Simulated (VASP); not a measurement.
# BaTiO3 (Pm-3m) in VASP: band structure with PBE

Aim: the band structure of BaTiO3 with PBE.

Program: VASP 6.6.1. These are calculated values, not measurements. Logs are shortened: lines on timing, memory, paths and dates and some standing lists are left out, and cuts for length are marked.

## (1) Starting point

The structure is cubic, space group Pm-3m (No. 221). The conventional cell has a = 4.032 Å, b = 4.032 Å, c = 4.032 Å, α = 90.00°, β = 90.00°, γ = 90.00°. Around Ba (site symmetry m-3m) lie 12 O at 2.85 Å. Ti (site symmetry m-3m) is surrounded by 6 O at 2.02 Å. O (site symmetry 4/mmm) is surrounded by 2 Ti at 2.02 Å.

## (2) Band structure, PBE

Input file INCAR:

```
  PREC = Accurate
  ENCUT = 520
  EDIFF = 1E-6
  ISMEAR = 0
  SIGMA = 0.03
  LREAL = False
  LASPH = True
  NELM = 80
  ALGO = Normal
  ISIF = 2
  LWAVE = False
  LCHARG = False
  LMAXMIX = 4
  GGA = PE
  NBANDS = 28
  ICORELEVEL = 1
```

Input file KPOINTS:

```
regular mesh
0
Gamma
  8 8 8
```

Input file POSCAR:

```
BaTiO3                                  
1.0
    4.0319540223      0.0000000000      0.0000000000
    0.0000000000      4.0319540223      0.0000000000
    0.0000000000      0.0000000000      4.0319540223
  Ba              Ti              O             
     1     1     3
Direct
     0.5000000000000000    0.5000000000000000    0.5000000000000000
     0.0000000000000000    0.0000000000000000    0.0000000000000000
     0.5000000000000000    0.0000000000000000    0.0000000000000000
     0.0000000000000000    0.5000000000000000    0.0000000000000000
     0.0000000000000000    0.0000000000000000    0.5000000000000000
```

Input file KPOINTS_OPT:

```
explicit points
64
Reciprocal
 0.0000000000  0.0000000000  0.0000000000 1
 0.0000000000  0.0555555556  0.0000000000 1
 0.0000000000  0.1111111111  0.0000000000 1
 0.0000000000  0.1666666667  0.0000000000 1
 0.0000000000  0.2222222222  0.0000000000 1
 0.0000000000  0.2777777778  0.0000000000 1
 0.0000000000  0.3333333333  0.0000000000 1
 0.0000000000  0.3888888889  0.0000000000 1
 0.0000000000  0.4444444444  0.0000000000 1
 0.0000000000  0.5000000000  0.0000000000 1
 0.0000000000  0.5000000000  0.0000000000 1
 0.0555555556  0.5000000000  0.0000000000 1
 0.1111111111  0.5000000000  0.0000000000 1
 0.1666666667  0.5000000000  0.0000000000 1
 0.2222222222  0.5000000000  0.0000000000 1
 0.2777777778  0.5000000000  0.0000000000 1
 0.3333333333  0.5000000000  0.0000000000 1
 0.3888888889  0.5000000000  0.0000000000 1
 0.4444444444  0.5000000000  0.0000000000 1
 0.5000000000  0.5000000000  0.0000000000 1
 0.5000000000  0.5000000000  0.0000000000 1
 0.4444444444  0.4444444444  0.0000000000 1
 0.3888888889  0.3888888889  0.0000000000 1
 0.3333333333  0.3333333333  0.0000000000 1
 0.2777777778  0.2777777778  0.0000000000 1
 0.2222222222  0.2222222222  0.0000000000 1
 0.1666666667  0.1666666667  0.0000000000 1
 0.1111111111  0.1111111111  0.0000000000 1
 0.0555555556  0.0555555556  0.0000000000 1
 0.0000000000  0.0000000000  0.0000000000 1
 0.0000000000  0.0000000000  0.0000000000 1
 0.0555555556  0.0555555556  0.0555555556 1
 0.1111111111  0.1111111111  0.1111111111 1
 0.1666666667  0.1666666667  0.1666666667 1
 0.2222222222  0.2222222222  0.2222222222 1
 0.2777777778  0.2777777778  0.2777777778 1
 0.3333333333  0.3333333333  0.3333333333 1
 0.3888888889  0.3888888889  0.3888888889 1
 0.4444444444  0.4444444444  0.4444444444 1
 0.5000000000  0.5000000000  0.5000000000 1
 0.5000000000  0.5000000000  0.5000000000 1
 0.4444444444  0.5000000000  0.4444444444 1
 0.3888888889  0.5000000000  0.3888888889 1
 0.3333333333  0.5000000000  0.3333333333 1
 0.2777777778  0.5000000000  0.2777777778 1
 0.2222222222  0.5000000000  0.2222222222 1
 0.1666666667  0.5000000000  0.1666666667 1
 0.1111111111  0.5000000000  0.1111111111 1
 0.0555555556  0.5000000000  0.0555555556 1
 0.0000000000  0.5000000000  0.0000000000 1
 0.5000000000  0.5000000000  0.0000000000 1
 0.5000000000  0.5000000000  0.0555555556 1
 0.5000000000  0.5000000000  0.1111111111 1
 0.5000000000  0.5000000000  0.1666666667 1
 0.5000000000  0.5000000000  0.2222222222 1
 0.5000000000  0.5000000000  0.2777777778 1
 0.5000000000  0.5000000000  0.3333333333 1
 0.5000000000  0.5000000000  0.3888888889 1
 0.5000000000  0.5000000000  0.4444444444 1
 0.5000000000  0.5000000000  0.5000000000 1
 0.0000000000  0.0000000000  0.0000000000 1
 0.5000000000  0.5000000000  0.0000000000 1
 0.5000000000  0.5000000000  0.5000000000 1
 0.0000000000  0.5000000000  0.0000000000 1
```

Potentials or basis: VASP PAW PBE potentials, release 64 (Ba_sv, Ti_sv, O).

Command:

```sh
> cat potpaw_PBE.64/Ba_sv/POTCAR potpaw_PBE.64/Ti_sv/POTCAR potpaw_PBE.64/O/POTCAR > POTCAR
> mpirun -np 1 vasp_std > vasp.out
```

OUTCAR:

```text
PREC = Accurate
   ENCUT = 520
   EDIFF = 1E-6
   ISMEAR = 0
   LREAL = False
   LASPH = True
   NELM = 80
   ISIF = 2
   GGA = PE

 ion  position               nearest neighbor table
   1  0.500  0.500  0.500-   3 2.85   4 2.85   5 2.85   3 2.85   4 2.85   3 2.85   5 2.85   3 2.85
                             4 2.85   5 2.85   4 2.85   5 2.85   2 3.49   2 3.49   2 3.49   2 3.49
   2  0.000  0.000  0.000-   3 2.02   4 2.02   5 2.02   5 2.02   4 2.02   3 2.02   1 3.49   1 3.49
                             1 3.49   1 3.49   1 3.49   1 3.49   1 3.49   1 3.49
   3  0.500  0.000  0.000-   2 2.02   2 2.02   1 2.85   1 2.85   1 2.85   1 2.85
   4  0.000  0.500  0.000-   2 2.02   2 2.02   1 2.85   1 2.85   1 2.85   1 2.85
   5  0.000  0.000  0.500-   2 2.02   2 2.02   1 2.85   1 2.85   1 2.85   1 2.85

  LATTYP: Found a simple cubic cell.
 ALAT       =     4.0319540223

  Lattice vectors:

 A1 = (   4.0319540223,   0.0000000000,   0.0000000000)
 A2 = (   0.0000000000,   4.0319540223,   0.0000000000)
 A3 = (   0.0000000000,   0.0000000000,   4.0319540223)

Analysis of symmetry for initial positions (statically):
=====================================================================
 Subroutine PRICEL returns:
 Original cell was already a primitive cell.

 Routine SETGRP: Setting up the symmetry group for a
 simple cubic supercell.

 Subroutine GETGRP returns: Found 48 space group operations
 (whereof 48 operations were pure point group operations)
 out of a pool of 48 trial point group operations.

The static configuration has the point symmetry O_h .

Analysis of symmetry for dynamics (positions and initial velocities):
=====================================================================
 Subroutine PRICEL returns:
 Original cell was already a primitive cell.

 Routine SETGRP: Setting up the symmetry group for a
 simple cubic supercell.

 Subroutine GETGRP returns: Found 48 space group operations
 (whereof 48 operations were pure point group operations)
 out of a pool of 48 trial point group operations.

The dynamic configuration has the point symmetry O_h .

 Subroutine INISYM returns: Found 48 space group operations
 (whereof 48 operations are pure point group operations),
 and found     1 'primitive' translations

----------------------------------------------------------------------------------------

                                     Primitive cell

  volume of cell :      65.5461

[... 106 lines left out ...]
   NUPDOWN=      -1.0000    fix difference up-down
   EMIN   =  10.00;   EMAX   =-10.00  energy-range for DOS
   EFERMI =   0.00;   METHOD = LEGACY
   ISMEAR =     0;   SIGMA  =   0.03  broadening in eV -4-tet -1-fermi 0-gaus
   EFERMI_NEDOS =   21; number of points for ismear=-14 and -15
   IALGO  =     38    algorithm
   IMIX   =      4    mixing-type and parameters
     AMIX     =   0.40;   BMIX     =  1.00
     AMIX_MAG =   1.60;   BMIX_MAG =  1.00
  volume/ion in A,a.u.               =      13.11        88.47
  Fermi-wavevector in a.u.,A,eV,Ry     =   1.388607  2.624086 26.235142  1.928229
  Thomas-Fermi vector in A             =   2.512717
   LORBIT       =      0    0 simple, 1 ext, 2 COOP (PROOUT), +10 PAW based schemes
   GGA     = PE    functional components
   LHFCALC =     F    Hartree Fock is set to
   AEXX    =    0.0000 exact exchange contribution
   IVDW    =     0    specifies the selected vdW correction
   LEPSILON=     F    determine dielectric tensor
   LRPA    =     F    only Hartree local field effects (RPA)
 non-spin polarized calculation
 Gauss-broadening in eV      SIGMA  =   0.03
  energy-cutoff  :      520.00
  volume of cell :       65.55
 maximum number of plane-waves:      1791
 NGX is ok and might be reduce to    30
   NGX = 15   NGY = 15   NGZ = 15

 number of electron      39.9999976 magnetization

 Free energy of the ion-electron system (eV)
  ---------------------------------------------------
  ext. energy  EPLUGINS =         0.00000000
  ---------------------------------------------------
  free energy    TOTEN  =       -39.98590443 eV

  energy without entropy =      -39.98590443  energy(sigma->0) =      -39.98590443

 the core state eigenenergies are
   1-  1s -37236.6862  2s  -5874.1935  2p  -5265.3987  3s  -1229.7367  3p  -1034.6701
       3d   -751.6230  4s   -230.8895  4p   -167.9972  4d    -76.7395
   2-  1s  -4859.1762  2s   -528.2169  2p   -435.4706
   3-  1s   -500.2766
   4-  1s   -500.2766
   5-  1s   -500.2766

 E-fermi :   3.8435     XC(G=0): -11.1446

 val. band max:        3.6658328653   @ k =   0.5000   0.5000   0.5000
 cond. band min:       5.3664496263   @ k =   0.0000   0.0000   0.0000
 fundamental gap:      1.7006167609
 Fermi energy:         3.8435396490

 k-point     1 :       0.0000    0.0000    0.0000
  band No.  band energies     occupation
      1     -53.0640      2.00000
      2     -29.2635      2.00000
      3     -29.2635      2.00000
      4     -29.2635      2.00000
      5     -21.2006      2.00000
      6     -13.1766      2.00000
[... 271 lines left out ...]
 k-point    10 :       0.2500    0.2500    0.0000
  band No.  band energies     occupation
      1     -53.0632      2.00000
      2     -29.2860      2.00000
      3     -29.2854      2.00000
      4     -29.2617      2.00000

------------------------ aborting loop because EDIFF is reached ----------------------------------------

  FORCE on cell =-STRESS in cart. coord.  units (eV):
  Direction    XX          YY          ZZ          XY          YZ          ZX
  --------------------------------------------------------------------------------------
  -------------------------------------------------------------------------------------
  Total        0.0568101      0.0568101      0.0568101     -0.0000000      0.0000000      0.0000000
  in kB        1.3886392      1.3886392      1.3886392     -0.0000000      0.0000000      0.0000000
  external PRESSURE =       1.3886392 kB  Pullay stress =       0.0000000 kB

 VOLUME and BASIS-vectors are now :
 -----------------------------------------------------------------------------
  energy-cutoff  :      520.00
  volume of cell :       65.55
      direct lattice vectors                 reciprocal lattice vectors
     4.031954022  0.000000000  0.000000000     0.248018701  0.000000000  0.000000000
     0.000000000  4.031954022  0.000000000     0.000000000  0.248018701  0.000000000
     0.000000000  0.000000000  4.031954022     0.000000000  0.000000000  0.248018701

 POSITION                                       TOTAL-FORCE (eV/Angst)
 -----------------------------------------------------------------------------------
      2.01598      2.01598      2.01598         0.000000      0.000000      0.000000
      0.00000      0.00000      0.00000         0.000000      0.000000      0.000000
      2.01598      0.00000      0.00000         0.000000      0.000000      0.000000
      0.00000      2.01598      0.00000         0.000000      0.000000      0.000000
      0.00000      0.00000      2.01598         0.000000      0.000000      0.000000
 -----------------------------------------------------------------------------------
    total drift:                                0.000000     -0.000000      0.000000

  FREE ENERGIE OF THE ION-ELECTRON SYSTEM (eV)
  ---------------------------------------------------
  free  energy   TOTEN  =       -39.9859044290 eV

  energy  without entropy=      -39.9859044290  energy(sigma->0) =      -39.98590443
```

It took 65 s on 1 thread of AMD EPYC 9R45 (Zen 5), shared host; peak memory 0.21 GiB.

Results:

```yaml
Free_energy: -39.9859 eV
Pressure: 0.1 GPa
Band_gap_on_the_k_mesh: 1.70 eV, indirect (least direct gap 1.87 eV)
Band_gap_along_the_path: 1.70 eV, indirect (least direct gap 1.87 eV)
```

Levels at the corners of the path, in eV from the valence-band top:
| point | band 16 | band 17 | band 18 | band 19 | band 20 | band 21 | band 22 | band 23 | band 24 | band 25 |
| --- | --- | --- | --- | --- | --- | --- | --- | --- | --- | --- |
| Γ | -1.06 | -1.06 | -0.17 | -0.17 | -0.17 | 1.70 | 1.70 | 1.70 | 3.75 | 3.75 |
| X | -1.86 | -1.80 | -1.80 | -0.71 | -0.71 | 1.85 | 3.38 | 3.38 | 3.76 | 5.72 |
| X | -1.86 | -1.80 | -1.80 | -0.71 | -0.71 | 1.85 | 3.38 | 3.38 | 3.76 | 5.72 |
| M | -2.61 | -1.73 | -0.88 | -0.88 | -0.09 | 3.38 | 3.38 | 3.79 | 4.58 | 7.43 |
| M | -2.61 | -1.73 | -0.88 | -0.88 | -0.09 | 3.38 | 3.38 | 3.79 | 4.58 | 7.43 |
| Γ | -1.06 | -1.06 | -0.17 | -0.17 | -0.17 | 1.70 | 1.70 | 1.70 | 3.75 | 3.75 |
| Γ | -1.06 | -1.06 | -0.17 | -0.17 | -0.17 | 1.70 | 1.70 | 1.70 | 3.75 | 3.75 |
| R | -2.41 | -2.41 | 0.00 | 0.00 | 0.00 | 4.02 | 4.02 | 4.02 | 6.63 | 6.63 |
| R | -2.41 | -2.41 | 0.00 | 0.00 | 0.00 | 4.02 | 4.02 | 4.02 | 6.63 | 6.63 |
| X | -1.86 | -1.80 | -1.80 | -0.71 | -0.71 | 1.85 | 3.38 | 3.38 | 3.76 | 5.72 |
| M | -2.61 | -1.73 | -0.88 | -0.88 | -0.09 | 3.38 | 3.38 | 3.79 | 4.58 | 7.43 |
| R | -2.41 | -2.41 | 0.00 | 0.00 | 0.00 | 4.02 | 4.02 | 4.02 | 6.63 | 6.63 |

Core levels (eV, on the scale of the bands):
| atom | levels |
| --- | --- |
| 1 Ba | 1s -37236.7, 2s -5874.2, 2p -5265.4, 3s -1229.7, 3p -1034.7, 3d -751.6, 4s -230.9, 4p -168.0, 4d -76.7 |
| 2 Ti | 1s -4859.2, 2s -528.2, 2p -435.5 |
| 3 O | 1s -500.3 |
| 4 O | 1s -500.3 |
| 5 O | 1s -500.3 |

Caveat: spin-orbit coupling is left out, which moves the levels of the heavy elements. As with any semilocal functional, this PBE gap is likely too small.
